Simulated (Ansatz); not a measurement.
# A computed series for Li3N: pressure series

The parent structure is Li3N (space group P6/mmm, No. 191; a = 3.607 Å, c = 3.845 Å).

Cell and atoms are relaxed at each pressure.

Computed with PBEsol (Ansatz, a quantum-chemistry and plane-wave program), no SOC.

| pressure (GPa) | volume per atom (Å³/atom) |
|---|---|
| -2 | 11.264 |
| -1 | 11.036 |
| 0 | 10.830 |
| 0.3 | 10.773 |
| 1.5 | ? |
| 3 | 10.302 |
| 5 | 10.009 |
| 7.5 | 9.690 |
| 10 | 9.411 |

Task: Fit the third-order Birch–Murnaghan form P(V) = (3B₀/2)[(V₀/V)^(7/3) − (V₀/V)^(5/3)]·[1 + (3/4)(B₀′ − 4)((V₀/V)^(2/3) − 1)] (squares taken in P) to the rows shown and predict the withheld row.

Result: Least squares on the printed values gives V₀ = 10.830 Å³/atom, B₀ = 54.7 GPa, B₀′ = 3.8; this predicts 10.551 Å³/atom, and the run gives 10.550 Å³/atom, in agreement.

Load acts through the strain it causes; cell and atoms are relaxed under it. Whether these cells are dynamically stable was not tested. Competing high-pressure phases were not computed.
